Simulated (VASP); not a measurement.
Input:

```xyz
6
Lattice="4.4296 0.0000 0.0000 0.0000 4.4296 0.0000 0.0000 0.0000 3.0783" Properties=species:S:1:pos:R:3 pbc="T T T"
Ru     0.0000     0.0000     0.0000
Ru     2.2148     2.2148     1.5392
O      1.3569     1.3569     3.0783
O      3.5717     0.8578     1.5392
O      0.8578     3.5717     1.5392
O      3.0726     3.0726     0.0000
```

All values below come from LDA (Ceperley-Alder, Perdew-Zunger), VASP's LDA PAW potentials (set 64) (plane waves; VASP 6.6.1). Settings: 520 eV cut-off, 8×8×11 Γ-centred mesh, tetrahedra with Blöchl corrections, potentials Ru_pv O.

Predict the energy per atom (σ→0), band gap (on the k-mesh) with the smallest direct gap where there is one.

- band gap (on the k-mesh) = none (metal, semimetal or under 0.01 eV)
- energy per atom (σ→0) = -8.522 eV/atom

The absolute energy has meaning only against runs of the same code, potentials and settings.

The compound is RuO2 in the rutile structure. It was relaxed first.
